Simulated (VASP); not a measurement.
ZnO, 4 atoms in the cell. Symmetry: P6_3mc, No. 186, hexagonal system. Conventional cell: a = 3.279 Å, b = 3.279 Å, c = 5.293 Å, α = 90.00°, β = 90.00°, γ = 120.00°. Around Zn (site symmetry 3m) lie 4 O at 2.00 to 2.01 Å. O (site symmetry 3m) has 4 Zn at 2.00 to 2.01 Å as nearest neighbours. 

```yaml
Program: VASP 6.6.1
Task: single point
Functional: PBE
Potentials_or_basis: VASP PAW PBE potentials, release 64 (Zn, O)
Cutoff: 520 eV
k_mesh: 12 × 12 × 6
Occupations: gaussian, width 0.02 eV
Spin: no spin polarisation
Dipole_correction: no
Further_INCAR_settings: ALGO = Normal; EDIFF = 1e-06; NBANDS = 26
```

Potentials or basis: VASP PAW PBE potentials, release 64 (Zn, O).

Run with:

```bash
$ cat potpaw_PBE.64/Zn/POTCAR potpaw_PBE.64/O/POTCAR > POTCAR
$ mpirun -np 1 vasp_std > vasp.out
```

Hardware: 1 thread of Intel(R) Xeon(R) 6975P-C (Granite Rapids) (shared host).

**Question.** Estimate the wall time of this run.

**Answer.** Wall time 28 s on 1 thread of Intel(R) Xeon(R) 6975P-C (Granite Rapids), with other jobs on the host, peak memory 0.21 GiB. Counts: scf iterations 15, k points 76.
